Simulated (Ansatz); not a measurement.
An Ansatz (an electronic-structure program) run. Input:

Ansatz 0.2 input:
```yaml
crystal:
  lattice:
    - [2.7117544486, 0.0, 0.0]
    - [-1.3558772243, 2.3484482413, 0.0]
    - [0.0, 0.0, 4.4044368821]
  atoms:
    - { symbol: Be, position: [0.6666666667, 0.3333333333, 0.0001058511] }
    - { symbol: Be, position: [0.3333333333, 0.6666666667, 0.5001058511] }
    - { symbol: O, position: [0.6666666667, 0.3333333333, 0.3778941489] }
    - { symbol: O, position: [0.3333333333, 0.6666666667, 0.8778941489] }
kpoints:
  mp_grid: { grid: [12, 12, 6] }
hamiltonian:
  xc: pbe
  pseudopotentials: { kind: paw }
scf:
  occupations: { method: fixed }
phonons:
  method: dfpt
  response_accuracy: low
  qmesh: [4, 4, 2]
  interpolated_qmesh: [23, 23, 12]
  dielectric: true
  rigid_motions: translations
  temperatures: { t_max: 1000, t_step: 50 }
  qpath:
    path:
      - [[0.0, 0.0, 0.0], [0.5, 0.0, 0.0], [0.3333333333, 0.3333333333, 0.0], [0.0, 0.0, 0.0], [0.0, 0.0, 0.5], [0.5, 0.0, 0.5], [0.3333333333, 0.3333333333, 0.5], [0.0, 0.0, 0.5]]  # Γ-M-K-Γ-A-L-H-A
      - [[0.5, 0.0, 0.5], [0.5, 0.0, 0.0]]  # L-M
      - [[0.3333333333, 0.3333333333, 0.5], [0.3333333333, 0.3333333333, 0.0]]  # H-K
    npoints: 9
```

Output (shortened):

```
WARN phonons: the dynamical matrix that this run interpolates holds no multipole term above the dipole-dipole one, and a site of this crystal is no centre of …
Pseudopotential: Be, paw, valence charge 2
Pseudopotential: O, paw, valence charge 6
Functional definition: PBE
Crystal: 4 atoms, lattice volume = 28.049 Å³
Basis set: ecut = 420 eV, 549 PW (Γ), exchange–correlation on 40×40×60 points (8 copies of the dense FFT grid, shifted against one another)
Bands: 12, of which v1, the nominal top of the filled ones, is band 8 counted from 1 (7 counted from 0)
Symmetry: 12 space group operations
k-points: 242 of 864 (irreducible under 2 space group operations, time reversal used)
SCF iter   1: F=—  HF=-1326.408111 eV  |F-HF|=—  |Δ(HF+E_count)|=         —  Δρ=6.90e-4  dr2=1.33e-5  ethr=1.77e-3  ⟨swp⟩=5.4  Hψ=16675  notcnv=0  defer=481
preconditioner: auto → none
SCF iter   2: F=—  HF=-1326.408466 eV  |F-HF|=—  |Δ(HF+E_count)|=   3.55e-4  Δρ=3.86e-4  dr2=1.08e-5  ethr=8.30e-8  ⟨swp⟩=2.6  Hψ=7832  notcnv=0  defer=484
SCF iter   3: F=—  HF=-1326.408487 eV  |F-HF|=—  |Δ(HF+E_count)|=   2.11e-5  Δρ=5.10e-4  dr2=5.02e-5  ethr=6.72e-8  ⟨swp⟩=2.0  Hψ=5321  notcnv=0  defer=483
SCF iter   4: F=—  HF=-1326.408473 eV  |F-HF|=—  |Δ(HF+E_count)|=   1.48e-5  Δρ=1.05e-4  dr2=2.18e-6  ethr=6.72e-8  ⟨swp⟩=2.0  Hψ=4781  notcnv=0  defer=31
SCF iter   5: F=—  HF=-1326.408471 eV  |F-HF|=—  |Δ(HF+E_count)|=   1.28e-6  Δρ=1.19e-5  dr2=2.56e-8  ethr=1.36e-8  ⟨swp⟩=2.1  Hψ=4244  notcnv=0
SCF iter   6: F=—  HF=-1326.408471 eV  |F-HF|=—  |Δ(HF+E_count)|=   1.16e-7  Δρ=7.03e-7  dr2=8.12e-11  ethr=1.00e-12  ⟨swp⟩=5.7  Hψ=17684  notcnv=0
SCF iter   7: F=-1326.408471 eV  HF=-1326.408471 eV  |F-HF|=1.36e-12  |Δ(HF+E_count)|=  8.98e-11  Δρ=1.10e-7  dr2=1.91e-12  ethr=1.00e-12  ⟨swp⟩=3.9  Hψ=13632  notcnv=0
SCF 1 converged in 7 iterations: F = -1326.408471 eV  dr2 = 1.91e-12
DFPT response loops at Γ: preconditioner auto → none (the input reference at scf.mixing.eps_inf says where Resta's filter doesn't serve); β = 0.50 …
NSCF: frozen V_eff on 76 k-points
NSCF: frozen V_eff on 484 k-points
DFPT response loops at q = (0, 0, -0.5) (fractional): mixed as the last ones told, above
NSCF: frozen V_eff on 936 k-points
DFPT response loops at q = (0, 0.25, 0) (fractional): mixed as the last ones told, above
NSCF: frozen V_eff on 936 k-points
DFPT response loops at q = (0, 0.25, -0.5) (fractional): mixed as the last ones told, above
NSCF: frozen V_eff on 484 k-points
DFPT response loops at q = (0, -0.5, 0) (fractional): mixed as the last ones told, above
NSCF: frozen V_eff on 484 k-points
DFPT response loops at q = (0, -0.5, -0.5) (fractional): mixed as the last ones told, above
NSCF: frozen V_eff on 1728 k-points
DFPT response loops at q = (0.25, 0.25, 0) (fractional): mixed as the last ones told, above
NSCF: frozen V_eff on 1728 k-points
DFPT response loops at q = (0.25, 0.25, -0.5) (fractional): mixed as the last ones told, above
SCF converged after 7 iterations
Free energy (F): -1326.408471 eV
Harris-Foulkes:  -1326.408471 eV  (|F-HF|=1.36e-12)
Internal energy: -1326.408471 eV  (E = F + TS)
E sigma→0 (E₀):  -1326.408471 eV
Fermi energy:    5.754785 eV
--- Per-component energies (eV) ---
  E_band       = -8.079177
  E_kinetic    = 398.575849
  E_local      = -682.842164  (includes V_loc(G=0)·N_el)
  E_nonlocal   = 105.354694
  E_hartree    = 239.437479
  E_xc         = -188.625214
  E_vxc        = -231.981501  (∫ρ·V_xc dr)
  E_paw        = -436.840222  (= ΣΔE_a)
  E_vpaw       = -76.066097  (= ΣTr[D̂ρ^β])
  E_aug_tail   = 0.005055  (compensation charges beyond the density's cutoff)
  E_ewald      = -761.473948
  E_smearing   =  0.000000  (= −TS)
  E_closure    = 0.000000  (closes the sum)
  Σ components = -1326.408471   (vs F -1326.408471, Δ=0.00e0)
  [band-id]    e_kinetic+e_local+e_nonlocal+2·e_hartree+e_vxc+e_vpaw+e_augmentation_tail = -8.079207   (vs E_band -8.079177, Δ=-3.00e-5)
--- Band table (eV; the first three rows and the last of 242) ---
  k-point 0: bands = ["-12.8384", "-11.0757", "-0.3968", "4.7622", "4.7622", "5.7181", "5.7181", "5.7548", "13.2080", "17.2191", "19.9429", "19.9429"]
  k-point 1: bands = ["-12.7453", "-11.2301", "-0.0233", "4.8225", "4.8225", "5.2293", "5.6497", "5.6497", "13.5822", "16.9921", "20.0076", "20.0076"]
  k-point 2: bands = ["-12.4776", "-11.6151", "0.9938", "3.9522", "4.9901", "4.9901", "5.4677", "5.4677", "14.4576", "16.3654", "20.2344", "20.2344"]
  k-point 241: bands = ["-10.9072", "-10.9072", "1.0053", "1.0053", "2.5538", "2.5538", "4.3990", "4.3990", "16.2093", "16.2093", "18.9878", "18.9878"]
--- Phonons (Γ-DFPT): 4 representative perturbations + reference, on 242 of 864 k-points (Σ response iterations 11) ---
  ASR residual: 1.550e-3 → 0.000e0 eV/Å²; symmetrization residual: 2.847e-4 eV/Å²
  ASR residual per site (eV/Å²): 1.55e-3 1.55e-3 7.22e-4 7.22e-4
  Γ frequencies (cm⁻¹): 0.00 0.00 0.00 327.45 327.45 663.24 664.65 664.65 694.89 704.69 704.69 859.47
  ε∞ (high-frequency dielectric tensor):
        3.078072     0.000000     0.000000
        0.000000     3.078072     0.000000
        0.000000     0.000000     3.142899
  ε⁰ (static dielectric tensor: ions relaxed, cell fixed):
        7.047417     0.000000     0.000000
        0.000000     7.047417     0.000000
        0.000000     0.000000     7.932346
  ε⁰ − ε∞ (ionic part):
        3.969344     0.000000     0.000000
        0.000000     3.969344     0.000000
        0.000000     0.000000     4.789447
  softest optical mode at Γ: 327.45 cm⁻¹; the repairs (sum rule, projections) moved no ω² at Γ by more than (12.24 cm⁻¹)²
  Born effective charges Z* (e; rows j = field, columns β = displacement):
    site 0:
         1.79963    0.00000    0.00000
         0.00000    1.79963    0.00000
         0.00000    0.00000    1.86055
    site 1:
         1.79963    0.00000    0.00000
         0.00000    1.79963    0.00000
         0.00000    0.00000    1.86055
    site 2:
        -1.79963    0.00000    0.00000
         0.00000   -1.79963    0.00000
         0.00000    0.00000   -1.86055
    site 3:
        -1.79963    0.00000    0.00000
         0.00000   -1.79963    0.00000
         0.00000    0.00000   -1.86055
  Z* charge neutrality: 3.704e-5 e pre-enforcement
  k-mesh period / interband length: 26.4 Å / 1.14 Å = 23.26 at k = (0.0000, 0.0000, 0.0000), direct gap 7.453 eV — 14 or more, which is no proof of convergence
  optical modes at Γ without the LO–TO term, one row a degenerate level:
      ω (cm⁻¹)  modes    IR ((D/Å)²/amu)
        327.45      2             0.0000
        663.24      1            27.7067
        664.65      2             0.0000
        694.89      1             0.0000
        704.69      2            51.8443
        859.47      1             0.0000
  optical modes at Γ + LO–TO along q̂ = [1.0000, 0.0000, 0.0000]:
      ω (cm⁻¹)  modes    IR ((D/Å)²/amu)
        327.45      2             0.0000
        663.24      1            27.7067
        664.65      2             0.0000
        694.89      1             0.0000
        704.69      1            25.9221
        859.47      1             0.0000
       1066.28      1            25.9221
  optical modes at Γ + LO–TO along q̂ = [0.0000, 1.0000, 0.0000]:
      ω (cm⁻¹)  modes    IR ((D/Å)²/amu)
        327.45      2             0.0000
        663.24      1            27.7067
        664.65      2             0.0000
        694.89      1             0.0000
        704.69      1            25.9221
        859.47      1             0.0000
       1066.28      1            25.9221
  optical modes at Γ + LO–TO along q̂ = [0.0000, 0.0000, 1.0000]:
      ω (cm⁻¹)  modes    IR ((D/Å)²/amu)
        327.45      2             0.0000
        664.65      2             0.0000
        694.89      1             0.0000
        704.69      2            51.8443
        859.47      1             0.0000
       1053.67      1            27.7067
  non-analytic LO–TO correction: the dipole-dipole term of the run's Born effective charges and high-frequency dielectric tensor (where they are solved with …
--- Phonons (arbitrary-q DFPT): 8 irreducible q on the 4×4×2 mesh ---
  q = [0.0000, 0.0000, 0.0000] (star 1, of the zone-centre solve; hermiticity 1.47e-5, symmetrization 8.46e-6):  0.00 0.00 0.00 327.45 327.45 663.24 664.65 664.65 694.89 704.69 704.69 859.47
  q = [0.0000, 0.0000, -0.5000] (star 1, 4 solved perturbations in 684 linear systems a pass and spin channel, the states on 242 of 864 k-point pairs; hermiticity 1.68e-6, symmetrization 3.59e-10): 231.48 231.48 231.48 231.48 442.17 442.17 686.05 686.05 …
  q = [0.0000, 0.2500, 0.0000] (star 6, 12 solved perturbations on 468 of 864 k-point pairs; hermiticity 5.85e-7, symmetrization 1.51e-6): 228.89 240.78 395.03 413.35 526.63 656.04 658.00 665.56 692.51 704.17 800.12 1013.60
  q = [0.0000, 0.2500, -0.5000] (star 6, 12 solved perturbations on 468 of 864 k-point pairs; hermiticity 5.84e-7, symmetrization 9.63e-7): 334.51 334.51 379.26 379.26 519.52 519.52 676.90 676.90 685.92 685.92 961.40 961.40
  q = [0.0000, -0.5000, 0.0000] (star 3, 6 solved perturbations on 242 of 864 k-point pairs; hermiticity 3.25e-6, symmetrization 1.71e-7): 321.01 413.02 486.55 585.13 600.04 628.08 650.45 675.73 676.57 680.85 853.79 878.60
  q = [0.0000, -0.5000, -0.5000] (star 3, 6 solved perturbations on 242 of 864 k-point pairs; hermiticity 2.29e-6, symmetrization 5.39e-7): 403.04 403.04 411.82 411.82 644.55 644.55 665.51 665.51 702.19 702.19 904.75 904.75
  q = [0.2500, 0.2500, 0.0000] (star 6, 4 solved perturbations in 2616 linear systems a pass and spin channel, the states on 864 of 864 k-point pairs; hermiticity 2.96e-6, symmetrization 3.93e-10): 403.40 425.54 516.35 581.74 586.58 610.21 657.18 677.90 …
  q = [0.2500, 0.2500, -0.5000] (star 6, 4 solved perturbations in 2616 linear systems a pass and spin channel, the states on 864 of 864 k-point pairs; hermiticity 2.96e-6, symmetrization 1.65e-9): 379.42 379.42 505.57 505.57 631.78 631.78 655.80 655.80 …
  sum rule: each row above includes the acoustic sum rule's correction from the zone centre's row sums; it moved no ω² by more than (6.84 cm⁻¹)²
  mesh force constants: q→R imaginary residual 2.58e-18; ASR residual 1.550e-3 → 0.000e0 eV/Å²; symmetrization residual 2.132e-14 eV/Å²
  interpolated dispersion: 85 rows × 12 modes
  density of states and harmonic sums: on the 23×23×12 q-mesh, interpolated from the force constants of a 4×4×2 supercell (with the dipole–dipole term)
  largest difference from the sums on the solved wave vectors: F 1.36e-2 eV, S 2.19e-5 and C_V 7.78e-6 eV/K
  zero-point energy: 0.450010 eV/cell   skipped modes (ω ≤ 0): 3   left out of the sums: 3.94e-5 of the cell's modes …
```

Cost: about 10 core-minutes (a rough figure) on shared cores.

Space group P6_3mc (wurtzite). Symmetry was held in the PBE relaxation.

Potentials: the later of the program's two PAW sets.

Ansatz is a plane-wave DFT program.
